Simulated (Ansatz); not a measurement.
Runs of Ansatz 0.2.0 on I. The structure is monoclinic, space group C2/m (No. 12). Conventional cell: a = 5.077 Å, b = 7.413 Å, c = 2.880 Å, α = 90.00°, β = 124.24°, γ = 90.00°. I (site symmetry 2/m) is surrounded by 2 I at 2.88 Å. 

| task | level | potentials or basis | spin | cell | k mesh | cutoff (eV) | smearing | driver | eos | other keys | mesh quality | gap on the mesh (eV) | pressure (GPa) | moment (μB) |
| --- | --- | --- | --- | --- | --- | --- | --- | --- | --- | --- | --- | --- | --- | --- |
| projected density of states | LDA | Ansatz PAW | SOC, no magnetisation | volume scaled by 1.04 | 7 × 7 × 11 | 420 | tetrahedron | chain | - | crystal.symmetry = detect False | not flagged | none | -1.3 | - |
| projected density of states | RPBE+D3(BJ)+ATM | Ansatz PAW small core | non-collinear, ferromagnetic start | volume scaled by 1.15 | 7 × 7 × 11 | 420 | fermi-dirac 0.01 eV | chain | - | - | not flagged | none | -4.0 | 0.00 |
| density of states | PBEsol | as the typed override names | non-collinear, program default start, SOC | as given | 4 × 4 × 6 | 420 | tetrahedron | chain | - | hamiltonian.xc = pbesol; hamiltonian.pseudopotentials = kind paw_fr; … | coarse | none | (a) | 0.00 |
| projected density of states | rPW86-PBE+rVV10 | Ansatz PAW | SOC, no magnetisation | cell strained at random at fixed volume | 6 × 6 × 9 | 420 | fermi-dirac 0.01 eV | chain | - | basis.xc_grid = 4 | not flagged | none | 2.6 | - |
| electron localisation function | BLYP | PseudoDojo standard (PBE files) | collinear, ferromagnetic start | cell strained at random at fixed volume | 6 × 6 × 8 | 952 | tetrahedron | - | - | - | not flagged | none | 3.6 | 0.00 |
| electron localisation function | BLYP | PseudoDojo standard | collinear, ferromagnetic start | cell strained at random at fixed volume | 6 × 6 × 8 | 952 | tetrahedron | chain | - | - | not flagged | none | 3.6 | 0.00 |

Task: Fill in the values left out.

Result: (a) 0.0.

Caveats: some runs use coarse meshes; with tetrahedron occupations forces and stress needn't match the slope of the energy (some runs); the potentials were made for another functional, which shifts forces and pressure (some runs); the starting moments weren't kept (some runs); pairwise dispersion overbinds metals, which lowers pressure and volume (some runs).

A k mesh can miss the band edges, and rows without SOC leave out spin-orbit coupling on I.

A gap of «none» marks a metal or a gap under the smearing width.

The runs don't all hold the same shells in valence.

Runs at the PBE level aren't shown here.
